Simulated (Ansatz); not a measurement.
## HfC in Ansatz: convergence with n extra bands

HfC:

```xyz
2
Lattice="0.0000 2.3250 2.3250 2.3250 0.0000 2.3250 2.3250 2.3250 0.0000" Properties=species:S:1:pos:R:3 pbc="T T T"
Hf    2.3174    2.2719    2.3181
C     0.0297   -0.0376    0.0215
```

The cell isn't the ideal one: atoms moved at random, drawn with an rms of 0.05 Å.

- Program: Ansatz 0.2.0
- Task: convergence study
- Functional: PBE
- Potentials or basis: PseudoDojo standard (PBE files)
- Cutoff: 1116 eV
- Density cutoff: 4463 eV
- k mesh: 7 × 7 × 7
- Occupations: cold, width 0.1 eV
- Spin: no spin polarisation
- Hubbard terms: Hf d U = 3.5 eV

These are the settings of the first run; the series varies n extra bands, with any setting tied to it.

Hardware: 2 threads of Arm Neoverse V1 (shared host).

| n extra bands | energy less the tightest run, at zero smearing (meV/atom) | SCF cycles | CPU time (s) | peak memory (GiB) |
| --- | --- | --- | --- | --- |
| 1 | 0.00 | 8 | 28 | 0.54 |
| 2 | 0.00 | 8 | 23 | 0.54 |
| 4 | 0.00 | 8 | 25 | 0.56 |
| 8 | 0.00 | 8 | 29 | 0.58 |
| 16 | 0.00 | 8 | 39 | 0.63 |
| 32 | 0.00 | 8 | 57 | 0.74 |

Against the tightest run, the energy stays within 1 meV/atom from 1 on. The tightest run that finished is the yardstick and may itself not be fully converged.

Caveat, for the tightest run too: U without spin polarisation on a metal has little footing; the U is typed as a test and isn't derived for this compound. The run has no spin-orbit coupling, so splittings on Hf are missing.
